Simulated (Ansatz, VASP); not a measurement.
**Two plane-wave programs on Ag**

INCAR

```
PREC = Accurate ; ENCUT = 520
EDIFF = 1E-6 ; ISMEAR = 0
SIGMA = 0.1 ; LREAL = False
LASPH = True ; NELM = 60
ALGO = Normal ; ISIF = 2
LWAVE = False ; LCHARG = False
GGA = PS ; NBANDS = 12
```

KPOINTS

```
regular mesh
0
Gamma
  18 18 18
```

POSCAR

```
Ag
1.0
    0.0000000000      2.0472782675      2.0472782675
    2.0472782675      0.0000000000      2.0472782675
    2.0472782675      2.0472782675      0.0000000000
Ag
1
Direct
    0.0000000000      0.0000000000      0.0000000000
```

Input for Ansatz:

```yaml
crystal:
  lattice:
    - [0.0, 2.0472782675, 2.0472782675]
    - [2.0472782675, 0.0, 2.0472782675]
    - [2.0472782675, 2.0472782675, 0.0]
  atoms:
    - { symbol: Ag, position: [0.0, 0.0, 0.0] }
basis:
  ecutwfc: 420
kpoints:
  mp_grid: { grid: [18, 18, 18] }
hamiltonian:
  xc: pbesol
scf:
  occupations: { method: gaussian, width: 0.1 }
output:
  forces: true
  stress: true
  eigenvalues: true
```

Alike in both runs: task single point; functional PBEsol; k mesh 18 × 18 × 18; occupations gaussian, width 0.1 eV; no spin polarisation.

```csv
,VASP,Ansatz
version,VASP 6.6.1,Ansatz 0.2.0
potentials or method,"VASP PAW PBE potentials, release 64 (Ag)","scalar-relativistic, plane waves, PAW"
plane-wave cutoff (eV),520,420
valence electrons in the cell,11,19
```

```tsv
	VASP	Ansatz	Ansatz less VASP
gap on the k mesh at the Fermi level (eV)	none	none	-
pressure (GPa)	-3.4	-3.3	+0.19
```

A gap of «none» marks a metal or a gap that the smearing closes. The functional is the same, so the differences come from potentials, cutoffs and numerics. The two sets of potentials don't hold the same shells in valence.

Caveats: the PAW data sets were made with another functional, which shifts forces and pressure a little (VASP).
